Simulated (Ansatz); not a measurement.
# AlAs: stiffness from strained cells

How stiff is the crystal, and how unevenly? Runs: cell and atoms relaxed (PAW); reference run (PAW and LAPW).

Method: DFT PBEsol, frozen-core PAW and all-electron LAPW, scalar-relativistic unless said, in Ansatz 0.2.0.

### 1 The starting structure

It takes space group F-43m (No. 216, cubic). The conventional cell has a = 5.661 Å, b = 5.661 Å, c = 5.661 Å, α = 90.00°, β = 90.00°, γ = 90.00°. Al (site symmetry -43m) is surrounded by 4 As at 2.45 Å. As (site symmetry -43m) has 4 Al at 2.45 Å as nearest neighbours.

As a file:

```
CELL_PARAMETERS angstrom
0.00000 2.83040 2.83040
2.83040 0.00000 2.83040
2.83040 2.83040 0.00000
ATOMIC_POSITIONS crystal
Al 0.00000 0.00000 0.00000
As 0.75000 0.75000 0.75000
```

Cartesian axes are those of the input's lattice vectors. The structure goes back to a database entry.

### 2 Cell and atoms relaxed, PAW

Contents of input.yaml:

```yaml
crystal:
  lattice:
    - [0.0, 2.8304, 2.8304]
    - [2.8304, 0.0, 2.8304]
    - [2.8304, 2.8304, 0.0]
  atoms:
    - { symbol: Al, position: [0.0, 0.0, 0.0] }
    - { symbol: As, position: [0.75, 0.75, 0.75] }
kpoints:
  mp_grid: { grid: [14, 14, 14] }
scf:
  occupations: { method: fermi_dirac, width: 0.1 }
hamiltonian:
  xc: pbesol
  pseudopotentials: { kind: paw }
relax:
  f_tol: 0.002
  max_steps: 80
  cell: {}
output:
  forces: true
  stress: true
```

Command:

```bash
ansatz run input.yaml --threads 1 --pin off --max-ram 2560MiB --backend cpu --events-out ev --progress --plain --runs-dir out
```

Output:

```text
Engine: ansatz 0.2.0
Pseudopotentials: kind: paw
Pseudopotential: Al, paw, valence charge 3, recommended cutoff 420 eV (normal), Al.paw.azcp
Pseudopotential: As, paw, valence charge 15, recommended cutoff 420 eV (normal), As.paw.azcp
Functional definition: PBEsol
  exchange = pbesol_x
  correlation = pbesol_c
Crystal: 2 atoms, lattice volume = 45.350 Å³
Basis set: ecut = 420 eV, 893 PW (Γ), exchange–correlation on 54×54×54 points (8 copies of the dense FFT grid, shifted against one another)
Bands: 13, of which v1, the nominal top of the filled ones, is band 9 counted from 1 (8 counted from 0)
Symmetry: 24 space group operations
Space group: F-43m (ITA 216), of the structure as read, at distance tolerance 3.6e-5 Å
k-points: 104 of 2744 (time reversal used)
Non-local potential: Al, projectors of the file, l = 0: 2, l = 1: 2, l = 2: 1
Non-local potential: As, projectors of the file, l = 0: 2, l = 1: 2, l = 2: 3, l = 3: 1
PAW form: soft (Blöchl's): semilocal exchange-correlation on the pseudo side does not see the compensation charge
PAW frozen core: Al, regenerated for the run's functional, and the local potential with it (the file was generated under x = pbe(κ = 0.804, μ = 0.2195149727645171), c = pbe(β = 0.06672455060314922))
PAW frozen core: As, regenerated for the run's functional, and the local potential with it (the file was generated under x = pbe(κ = 0.804, μ = 0.2195149727645171), c = pbe(β = 0.06672455060314922))
PAW one-centre angular grid: Al, 110 points (default); XC on 64 Gauss nodes
PAW one-centre angular grid: As, 590 points (default); XC on 64 Gauss nodes
Initial density: superposition of atomic densities (neutral atoms: chi_scale 0, normalization atom), corrected by the library's trained network
Initial wavefunctions: pseudopotential atomic-orbital guess
Functional: x = pbesol(κ = 0.804, μ = 0.12345679012345678), c = pbesol(β = 0.046)
SCF iter   1: F=—  HF=-5338.445162 eV  |F-HF|=—  |Δ(HF+E_count)|=         —  Δρ=2.77e-3  dr2=6.13e-3  ethr=1.77e-3  ⟨swp⟩=5.1  Hψ=7932  notcnv=0
preconditioner: auto → none  [insulator: Δε(μ)=1.292 eV  Ē_g=9.855 eV  σ=0.100 eV  W_gap=1.00  n_scr=14 (ndim 8)  ℏωp=15.6 eV  f_vac=0.006  D(μ)=0.00/eV (n_scr^D=0)  ε∞_Penn≈3.5]
SCF iter   2: F=—  HF=-5338.443354 eV  |F-HF|=—  |Δ(HF+E_count)|=   1.81e-3  Δρ=1.12e-3  dr2=5.67e-4  ethr=3.41e-5  ⟨swp⟩=2.4  Hψ=2604  notcnv=0
SCF iter   3: F=—  HF=-5338.443353 eV  |F-HF|=—  |Δ(HF+E_count)|=   1.08e-6  Δρ=3.60e-4  dr2=5.55e-5  ethr=3.15e-6  ⟨swp⟩=2.0  Hψ=1773  notcnv=0
SCF iter   4: F=—  HF=-5338.443333 eV  |F-HF|=—  |Δ(HF+E_count)|=   1.97e-5  Δρ=8.24e-5  dr2=1.69e-6  ethr=3.08e-7  ⟨swp⟩=2.7  Hψ=2125  notcnv=0
SCF iter   5: F=—  HF=-5338.443334 eV  |F-HF|=—  |Δ(HF+E_count)|=   8.15e-7  Δρ=9.91e-6  dr2=2.41e-8  ethr=9.39e-9  ⟨swp⟩=2.0  Hψ=2231  notcnv=0
SCF iter   6: F=-5338.443334 eV  HF=-5338.443334 eV  |F-HF|=4.20e-9  |Δ(HF+E_count)|=   7.57e-8  Δρ=3.09e-6  dr2=2.74e-9  ethr=1.34e-10  ⟨swp⟩=4.0  Hψ=3954  notcnv=0
SCF 1 converged in 6 iterations: F = -5338.443334 eV  dr2 = 2.74e-9
relax step   1: F+E_penalty+E_count = -5338.44333414 eV  Δ(F+E_penalty+E_count) = +0.000e0 eV  max|allowed force component| = 9.888e-17 eV/Å  Δτ_max = 0.0000 Å  P = +0.541 GPa  Ω = 45.350 Å³  (6 SCF iters, dr2 threshold 1.00e-7 eV, accepted)
Crystal: 2 atoms, lattice volume = 45.642 Å³
Initial density: handed on by an earlier stage of this run
Initial wavefunctions: those handed on with the density
iter 1 solved again at ethr=3.29e-7 eV; its pass at ethr=3.10e-3 eV (dr2=5.92e-5 eV) is discarded
SCF iter   1: F=—  HF=-5338.443882 eV  |F-HF|=—  |Δ(HF+E_count)|=         —  Δρ=2.80e-4  dr2=5.61e-5  ethr=3.29e-7  ⟨swp⟩=2.2  Hψ=8709  notcnv=0
preconditioner: auto → none  [insulator: Δε(μ)=1.339 eV  Ē_g=9.838 eV  σ=0.100 eV  W_gap=1.00  n_scr=14 (ndim 8)  ℏωp=15.5 eV  f_vac=0.002  D(μ)=0.00/eV (n_scr^D=0)  ε∞_Penn≈3.5]
SCF iter   2: F=—  HF=-5338.443838 eV  |F-HF|=—  |Δ(HF+E_count)|=   4.40e-5  Δρ=1.16e-4  dr2=6.68e-6  ethr=3.12e-7  ⟨swp⟩=2.5  Hψ=1714  notcnv=0
SCF iter   3: F=—  HF=-5338.443837 eV  |F-HF|=—  |Δ(HF+E_count)|=   1.26e-6  Δρ=2.86e-5  dr2=6.28e-7  ethr=3.71e-8  ⟨swp⟩=2.5  Hψ=2276  notcnv=0
SCF iter   4: F=-5338.443837 eV  HF=-5338.443837 eV  |F-HF|=5.86e-9  |Δ(HF+E_count)|=   2.36e-7  Δρ=8.73e-6  dr2=2.16e-8  ethr=1.11e-9  ⟨swp⟩=4.0  Hψ=4312  notcnv=0
SCF 2 converged in 4 iterations: F = -5338.443837 eV  dr2 = 2.16e-8
relax step   2: F+E_penalty+E_count = -5338.44383655 eV  Δ(F+E_penalty+E_count) = -5.024e-4 eV  max|allowed force component| = 4.272e-17 eV/Å  Δτ_max = 0.0000 Å  P = +0.067 GPa  Ω = 45.642 Å³  energy of the carried Pulay correction = -4.985e-5 eV  (4 SCF iters, dr2 threshold 2.00e-7 eV, accepted)
Crystal: 2 atoms, lattice volume = 45.684 Å³
iter 1 solved again at ethr=6.82e-9 eV; its pass at ethr=3.10e-3 eV (dr2=1.23e-6 eV) is discarded
SCF iter   1: F=—  HF=-5338.443868 eV  |F-HF|=—  |Δ(HF+E_count)|=         —  Δρ=4.19e-5  dr2=1.18e-6  ethr=6.82e-9  ⟨swp⟩=2.1  Hψ=8700  notcnv=0
preconditioner: auto → none  [insulator: Δε(μ)=1.344 eV  Ē_g=9.834 eV  σ=0.100 eV  W_gap=1.00  n_scr=14 (ndim 8)  ℏωp=15.5 eV  f_vac=0.001  D(μ)=0.00/eV (n_scr^D=0)  ε∞_Penn≈3.5]
SCF iter   2: F=—  HF=-5338.443838 eV  |F-HF|=—  |Δ(HF+E_count)|=   2.92e-5  Δρ=1.92e-5  dr2=1.70e-7  ethr=6.57e-9  ⟨swp⟩=2.4  Hψ=1742  notcnv=0
SCF iter   3: F=—  HF=-5338.443838 eV  |F-HF|=—  |Δ(HF+E_count)|=   7.83e-9  Δρ=4.54e-6  dr2=1.63e-8  ethr=9.42e-10  ⟨swp⟩=2.5  Hψ=2272  notcnv=0
SCF iter   4: F=-5338.443838 eV  HF=-5338.443838 eV  |F-HF|=2.17e-10  |Δ(HF+E_count)|=   6.10e-9  Δρ=1.33e-6  dr2=4.88e-10  ethr=6.33e-11  ⟨swp⟩=4.0  Hψ=4130  notcnv=0
SCF 3 converged in 4 iterations: F = -5338.443838 eV  dr2 = 4.88e-10
relax step   3: F+E_penalty+E_count = -5338.44383840 eV  Δ(F+E_penalty+E_count) = -1.853e-6 eV  max|allowed force component| = 3.730e-17 eV/Å  Δτ_max = 0.0000 Å  P = +0.001 GPa  Ω = 45.684 Å³  energy of the carried Pulay correction = -5.698e-5 eV  (4 SCF iters, dr2 threshold 1.14e-8 eV, accepted)
Initial wavefunctions: pseudopotential atomic-orbital guess (no wavefunctions were taken with the density)
iter 1 solved again at ethr=9.27e-8 eV; its pass at ethr=3.10e-3 eV (dr2=1.67e-5 eV) is discarded
SCF iter   1: F=—  HF=-5338.443926 eV  |F-HF|=—  |Δ(HF+E_count)|=         —  Δρ=4.37e-6  dr2=2.09e-9  ethr=9.27e-8  ⟨swp⟩=2.7  Hψ=11267  notcnv=0
eigensolver tolerance schedule: the retry pair's looser diagonalisation over-reported the residual by 7970.96 of it (diagonalisation noise at 0.31 of the residual, at the tolerance the schedule requests for it); recorded, not acted on — ethr = c·dr2/N_el stays at c = 1.0e-1
SCF iter   2: F=—  HF=-5338.443897 eV  |F-HF|=—  |Δ(HF+E_count)|=   2.91e-5  Δρ=2.50e-6  dr2=8.82e-10  ethr=1.16e-11  ⟨swp⟩=2.6  Hψ=2409  notcnv=0
SCF iter   3: F=—  HF=-5338.443897 eV  |F-HF|=—  |Δ(HF+E_count)|=   1.59e-9  Δρ=7.12e-7  dr2=5.97e-11  ethr=4.90e-12  ⟨swp⟩=2.2  Hψ=1645  notcnv=0
SCF iter   4: F=-5338.443897 eV  HF=-5338.443897 eV  |F-HF|=0.00e0  |Δ(HF+E_count)|=  1.80e-10  Δρ=7.68e-8  dr2=2.30e-12  ethr=1.00e-12  ⟨swp⟩=5.0  Hψ=4997  notcnv=0
SCF 4 converged in 4 iterations: F = -5338.443897 eV  dr2 = 2.30e-12
relax step   4: F+E_penalty+E_count = -5338.44389666 eV  Δ(F+E_penalty+E_count) = -5.825e-5 eV  max|allowed force component| = 3.267e-17 eV/Å  Δτ_max = 0.0000 Å  P = +0.003 GPa  Ω = 45.684 Å³  stress off target by 2.83e-3 GPa  SCF on the basis re-selected at this cell (its energy is not comparable with the rows above)  (4 SCF iters)
basis re-selected at this cell: Δ(F+E_penalty+E_count) = -5.825e-5 eV, ΔP = +0.002 GPa vs the last step (what re-selecting the basis moved, of the pressure what is left beyond the Pulay correction that the steps carried, after the strain that the cell walked since its last selection, with what the two solves' SCF thresholds leave and, on support functions, any second-order correction that the steps lacked; it is no measure of the basis error at this ecutwfc). This SCF's stress stands 2.83e-3 GPa from its target on what of the cell is left free (relax.cell.stress_tol is 5.00e-2 GPa) and its largest allowed force component is 3.27e-17 eV/Å (relax.f_tol is 2.00e-3 eV/Å): within both
SCF converged after 4 iterations
Free energy (F): -5338.443897 eV
Harris-Foulkes:  -5338.443897 eV  (|F-HF|=0.00e0)
Internal energy: -5338.443866 eV  (E = F + TS)
E sigma→0 (E₀):  -5338.443881 eV
Entropy (-TS):   -0.000030 eV (-0.015 meV/atom)
Fermi energy:    6.930974 eV
--- Per-component energies (eV) ---
  E_band       = -269.844732
  E_kinetic    = 126.521537
  E_local      = -2121.621654  (includes V_loc(G=0)·N_el)
  E_nonlocal   = -657.651468
  E_hartree    = 1132.272221
  E_xc         = -117.928386
  E_vxc        = -108.266349  (∫ρ·V_xc dr)
  E_paw        = -2248.243292  (= ΣΔE_a)
  E_vpaw       = 226.628788  (= ΣTr[D̂ρ^β])
  E_aug_tail   = 0.000005  (compensation charges beyond the density's cutoff)
  E_ewald      = -1452.778396
  E_core_change = 0.985568  (= ΣΔE_core)
  E_smearing   = -0.000030  (= −TS)
  E_closure    = 0.000000  (closes the sum)
  Σ components = -5338.443897   (vs F -5338.443897, Δ=0.00e0)
--- Forces (eV/Å), atoms counted from 1 ---
  atom   1  Al    -0.00000000     0.00000000     0.00000000
  atom   2  As     0.00000000     0.00000000    -0.00000000
  max |Σ_I F_I| component: 5.96e-17 eV/Å
--- Stress (GPa, compression-positive) ---
        0.002828       0.000000       0.000000
        0.000000       0.002828       0.000000
        0.000000       0.000000       0.002828
  P = ⅓ Tr σ = 0.0028 GPa (0.028 kbar)
--- Relaxed structure (3 steps of the walk, 3 accepted, 1 SCFs on fresh bases) ---
  F+E_penalty+E_count = -5338.44389666 eV   max|allowed force component| = 3.267e-17 eV/Å   (the final SCF, on the basis selected at the relaxed cell)
  cell:  # Å, volume = 45.6836 Å³
    - [1.5731961151565134e-33, 2.8373312763448757, 2.8373312763448757]
    - [2.8373312763448757, 5.1463257532245465e-33, 2.8373312763448757]
    - [2.8373312763448757, 2.8373312763448757, 5.038049097525515e-33]
  atoms:
    - { symbol: Al, position: [5.670370337488328e-34, -6.40751848136181e-34, -4.47959256661578e-34] }
    - { symbol: As, position: [0.7499999999999999, 0.7499999999999999, 0.7499999999999999] }
```

Run time: 12 s. Hardware: 1 thread of Intel Xeon 6975P-C (Granite Rapids), shared host; peak memory 0.41 GiB.

Step by step:

| step | energy from step 1 (eV/cell) | largest force component (eV/Å) | pressure (GPa) | volume (Å³) |
| --- | --- | --- | --- | --- |
| 1 | 0.0000 | 0.0000 | 0.54 | 45.35 |
| 2 | -0.0005 | 0.0000 | 0.07 | 45.64 |
| 3 | -0.0005 | 0.0000 | 0.00 | 45.68 |
| 4 | -0.0006 | 0.0000 | 0.00 | 45.68 |

Step 1 is the start. Step 4 repeats the geometry before on a plane-wave basis chosen anew for that cell, so the energy can jump there without any move; the table keeps such jumps.

| input's cell | before | after | change |
| --- | --- | --- | --- |
| a (Å) | 4.003 | 4.013 | +0.2 % |
| b (Å) | 4.003 | 4.013 | +0.2 % |
| c (Å) | 4.003 | 4.013 | +0.2 % |
| volume (Å³/atom) | 22.67 | 22.84 | +0.7 % |

(Part 1 of 3 ends here.)
